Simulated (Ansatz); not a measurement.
## What moves the pressure of Sb?

```yaml
crystal:
  lattice:
    - [3.08334, 0.00000, 0.00000]
    - [0.00000, 3.08334, 0.00000]
    - [0.00000, 0.00000, 3.08334]
  atoms:
    - { symbol: Sb, position: [0.00000, 0.00000, 0.00000] }
```

The conventional cell has a = 3.083 Å, b = 3.083 Å, c = 3.083 Å, α = 90.00°, β = 90.00°, γ = 90.00°. Sb (atom 1) is surrounded by 6 Sb at 3.08 Å.

Structure from Materials Project entry mp-133 (possibly hypothetical), not relaxed further.

Method: DFT, PBEsol, all-electron LAPW, scalar-relativistic in Ansatz 0.2.0.

Settings: a Γ-centred 12×12×12 k mesh, Fermi–Dirac smearing of 0.05 eV, basis error target 0.5 meV/atom, no spin polarisation.

Spin–orbit coupling is off unless a change turns it on.

In this reference run the pressure is -1.2 GPa (positive in compression). Each change below is made alone, on the same k mesh, with fractional coordinates held unless an atom is moved; x, y and z are the Cartesian axes.

Problem. One change shifts the pressure by +1.2 GPa. Which?
A. functional pbe
B. volume scaled by 0.98
C. z strained by +2 % at fixed volume
D. volume scaled by 1.02
E. x and y strained by +3 %, z held

Solution. B. The others give: x and y strained by +3 %, z held, -2.9 GPa; z strained by +2 % at fixed volume, 0.0 GPa; volume scaled by 1.02, -1.0 GPa; functional pbe, +2.7 GPa.
